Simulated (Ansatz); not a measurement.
Isolated molecules relaxed with PBE0-D4/def2-TZVP in Ansatz; ΔE leaves out vibrations. CCSD(T)/CBS is the MP2 limit (def2-TZVPP, def2-QZVPP) plus CCSD(T) − MP2 in def2-TZVPP, frozen cores. DFT in def2-TZVPP. B3LYP here is the variant with VWN-RPA as its local correlation; programs differ in this. HSE06 is defined as in plane-wave codes. For Ge outer-core shells are correlated without core-valence functions, which leaves a few kJ/mol of doubt a bond. Scalar relativity is left out up to krypton. One conformer a species, not always the lowest.

`[CH3][Ge]([OH])([OH])[OH]` + `C=CCO` → `[OH][Ge]([OH])([OH])[OH]` + `C=CCC`  (formal exchange of groups at a Ge–C bond)

`[CH3][Ge]([OH])([OH])[OH]`:

Cartesian coordinates in Å:
```
C -0.833 -1.049 -0.969
Ge 0.135 0.170 0.157
O -0.844 1.591 0.567
O 1.611 0.753 -0.634
O 0.618 -0.599 1.680
H -1.280 -0.503 -1.800
H -0.152 -1.805 -1.360
H -1.619 -1.534 -0.392
H -0.853 1.742 1.516
H 1.659 1.712 -0.611
H 1.556 -0.477 1.846
```

`C=CCO`:

Z-matrix (Å, degrees):
```
C
C 1 1.492
O 1 1.415 2 112.1
H 1 1.099 2 109.9 3 -124.6
H 1 1.094 2 110.3 3 117.1
C 2 1.326 1 124.1 3 122.6
H 2 1.088 1 115.7 3 -56.1
H 3 0.961 1 107.6 2 -55.7
H 6 1.086 2 121.2 1 0.9
H 6 1.084 2 121.9 1 -179.7
```

`[OH][Ge]([OH])([OH])[OH]`:

Z-matrix (Å, degrees):
```
Ge
O 1 1.755
O 1 1.755 2 106.2
O 1 1.755 2 116.3 3 -117.8
O 1 1.755 2 106.2 3 124.4
H 2 0.961 1 112.0 3 -153.0
H 3 0.961 1 112.0 2 28.7
H 4 0.961 1 112.0 2 89.2
H 5 0.961 1 112.0 2 153.0
```

`C=CCC`:

Cartesian coordinates in Å:
```
C 0.279 1.657 1.070
C 0.534 0.800 0.092
C -0.472 -0.087 -0.561
C -0.129 -1.565 -0.412
H -0.724 1.779 1.466
H 1.059 2.269 1.509
H 1.557 0.706 -0.273
H -1.463 0.114 -0.142
H -0.527 0.159 -1.629
H 0.856 -1.784 -0.834
H -0.111 -1.857 0.640
H -0.859 -2.193 -0.927
```

```
             level  ΔE (kcal/mol)  difference from CCSD(T)/CBS
       LDA (SPW92)          -18.6                          2.4
            PBE-D4          -18.5                          2.5
         revPBE-D4          -19.2                          1.8
           BLYP-D4          -18.9                          2.1
            B97M-V          -21.6                         -0.6
           PBE0-D4          -19.8                          1.2
          B3LYP-D4          -19.8                          1.2
        r2SCANh-D4          -21.0                          0.0
        r2SCAN0-D4          -21.3                         -0.3
          HSE06-D4          -19.8                          1.2
      CAM-B3LYP-D4          -20.4                          0.6
           ωB97M-V          -20.3                          0.7
            B2PLYP          -21.1                         -0.1
          PBE-QIDH          -21.7                         -0.7
            revPBE          -18.3                          2.7
              BLYP          -18.5                          2.5
            r2SCAN          -20.7                          0.3
              PBE0          -19.7                          1.3
             B3LYP          -19.6                          1.4
           r2SCANh          -21.0                          0.0
           r2SCAN0          -21.3                         -0.3
             HSE06          -19.7                          1.3
             BHLYP          -21.2                         -0.2
         CAM-B3LYP          -20.3                          0.7
           LC-ωPBE          -20.4                          0.6
RPA@PBE/def2-TZVPP          -20.8                          0.2
       HF/def2-SVP          -21.3                         -0.3
      MP2/def2-SVP          -24.6                         -3.6
  CCSD(T)/def2-SVP          -23.1                         -2.1
     HF/def2-TZVPP          -23.1                         -2.1
    MP2/def2-TZVPP          -22.8                         -1.8
SCS-MP2/def2-TZVPP          -22.7                         -1.7
   CCSD/def2-TZVPP          -21.8                         -0.8
CCSD(T)/def2-TZVPP          -21.7                         -0.7
     HF/def2-QZVPP          -23.2                         -2.2
    MP2/def2-QZVPP          -22.5                         -1.5
SCS-MP2/def2-QZVPP          -22.5                         -1.5
      HF/CBS(def2)          -23.2                         -2.2
     MP2/CBS(def2)          -22.2                         -1.2
    CCSD/CBS(def2)          -21.2                         -0.2
       CCSD(T)/CBS          -21.0                            0
```

Question: What do rigid-rotor, harmonic-oscillator terms from PBE0-D4/def2-TZVP frequencies (298.15 K, 1 bar) make of the CCSD(T)/CBS value? (An estimate is asked.)

Answer: Computed: ΔZPE = +0.5 kcal/mol, ΔH = -20.8 kcal/mol, ΔS = -10 J/(mol·K), ΔG = -20.1 kcal/mol.

Largest T1 diagnostic among the species: 0.012.

At CCSD(T), def2-SVP lies −2.1 kcal/mol from the extrapolated value and def2-TZVPP −0.6 kcal/mol. From BLYP to BHLYP (50 % exact exchange), in def2-TZVPP and without D4, ΔE moves by −2.6 kcal/mol. Leaving LDA and LC-ωPBE aside and taking each functional with its dispersion term where it has one, the values spread over 3.2 kcal/mol, from PBE-QIDH to PBE-D4.

CCSD(T)/CBS has its own doubt, a few kJ/mol and more with outer-core shells, so smaller differences from it don't rank the levels.
